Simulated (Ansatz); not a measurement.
Zincblende MgTe was put through Ansatz (plane waves). The start is a rough guess from atomic radii.

Starting structure:
```
CELL_PARAMETERS angstrom
0.00000 3.13952 3.13952
3.13952 0.00000 3.13952
3.13952 3.13952 0.00000
ATOMIC_POSITIONS crystal
Mg 0.00000 0.00000 0.00000
Te 0.25000 0.25000 0.25000
```

The output, standing remarks left out:
```
Pseudopotential: Mg, paw, valence charge 10, recommended cutoff 420 eV (normal)
Pseudopotential: Te, paw, valence charge 16, recommended cutoff 420 eV (normal)
Functional definition: PBE
Crystal: 2 atoms, lattice volume = 61.890 Å³
Basis set: ecut = 420 eV, 1243 PW (Γ)
Bands: 17, of which v1, the nominal top of the filled ones, is band 13 counted from 1 (12 counted from 0)
Symmetry: 24 space group operations
Space group: F-43m (ITA 216)
k-points: 16 of 216 (time reversal used)
preconditioner: auto → none  [insulator: Δε(μ)=2.704 eV  σ=0.020 eV  ℏωp=13.4 eV]
SCF 1 converged in 6 iterations: F = -8905.429863 eV  dr2 = 3.30e-10
relax step 1: F+E_penalty+E_count = -8905.42986258 eV  P = +4.592 GPa  Ω = 61.890 Å³
SCF 2 converged in 6 iterations: F = -8905.512789 eV  dr2 = 7.03e-9
relax step 2: F+E_penalty+E_count = -8905.51278921 eV  P = -1.098 GPa  Ω = 71.389 Å³
SCF 3 converged in 5 iterations: F = -8905.521316 eV  dr2 = 1.49e-8
relax step 3: F+E_penalty+E_count = -8905.52131563 eV  P = -0.185 GPa  Ω = 69.336 Å³
SCF 4 converged in 4 iterations: F = -8905.521567 eV  dr2 = 2.22e-8
relax step 4: F+E_penalty+E_count = -8905.52156686 eV  P = +0.010 GPa  Ω = 68.935 Å³
SCF 5 converged in 6 iterations: F = -8905.522091 eV  dr2 = 5.70e-12
relax step 5: F+E_penalty+E_count = -8905.52209120 eV  P = +0.009 GPa  Ω = 68.935 Å³  (SCF on a basis re-selected at this cell)
SCF converged after 6 iterations
Free energy (F): -8905.522091 eV
Fermi energy:    5.281509 eV
--- Per-component energies (eV) ---
  E_band       = -673.123653
  E_kinetic    = 255.989481
  E_local      = -3334.494141
  E_nonlocal   = -214.147516
  E_hartree    = 1585.385807
  E_xc         = -153.035701
  E_vxc        = -141.236203
  E_paw        = -4955.852350
  E_vpaw       = -410.006711
  E_ewald      = -2089.367500
--- Stress (GPa, compression-positive) ---
        0.008731       0.000000       0.000000
        0.000000       0.008731       0.000000
        0.000000       0.000000       0.008731
  P = ⅓ Tr σ = 0.0087 GPa (0.087 kbar)
--- Relaxed structure (4 steps of the walk, 4 accepted, 1 SCFs on fresh bases) ---
  F+E_penalty+E_count = -8905.52209120 eV
  cell:  # Å, volume = 68.9350 Å³
    - [0.000000, 3.254393, 3.254393]
    - [3.254393, 0.000000, 3.254393]
    - [3.254393, 3.254393, 0.000000]
  atoms:
    - { symbol: Mg, position: [0.000000, 0.000000, 0.000000] }
    - { symbol: Te, position: [0.250000, 0.250000, 0.250000] }
```

Question: Reconstruct the input.

Answer:
```yaml
crystal:
  # lattice and atoms as above
kpoints:
  mp_grid: { grid: [6, 6, 6] }
hamiltonian:
  xc: pbe
scf:
  occupations: { method: fermi_dirac, width: 0.02 }
relax:
  f_tol: 0.005
  cell: {}
```
The relax steps with a changing cell volume need the relax block with cell. Keys that only write grids to files are left aside. Keys that aren't typed take their defaults; thresholds and the kind of smearing can't be read off these lines.

Run as `ansatz run input.yaml --threads 2 --pin off --max-ram 2211MiB --backend cpu --events-out ev --progress --plain --runs-dir out`. Wall time 4.1 s on 2 threads of Arm Neoverse V2, with other jobs on the host, load about 0.3 per core; peak host memory 0.33 GiB.

The calculation is spin-unpolarised, and the structure need not be a phase that has been made.
